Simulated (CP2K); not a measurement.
Runs of CP2K 2026.2 on InP. It takes space group F-43m (No. 216, cubic). The conventional cell has a = 5.861 Å, b = 5.861 Å, c = 5.861 Å, α = 90.00°, β = 90.00°, γ = 90.00°. In (site symmetry -43m) has 4 P at 2.54 Å as nearest neighbours. P (site symmetry -43m) has 4 In at 2.54 Å as nearest neighbours. 

```csv
level,cutoff of the non-local correlation (Ry),gap on the mesh (eV),pressure (GPa)
rev-vdW-DF2,300,0.58,3.3
LDA,-,0.51,0.5
PBE,-,(a),3.9
WC,-,0.58,(b)
TPSS,-,0.73,3.3
```

Alike in all rows: task band structure; potentials or basis POTENTIAL_UZH In GTH-PBE-q13, P GTH-PBE-q5; TZVP-MOLOPT-PBE-GTH basis; no spin polarisation; cell as given; k mesh 8 × 8 × 8; smearing fermi-dirac 0.05 eV.

Fill in the values left out.

(a) 0.69; (b) 1.7.

Caveats: spin-orbit coupling is left out, which moves the levels of the heavy elements; the basis of atomic orbitals isn't converged, which shifts pressures, moduli and gaps; the potentials were made for another functional, which shifts forces and pressure (some runs).

A k mesh can miss the band edges, and the runs leave out spin-orbit coupling on In.
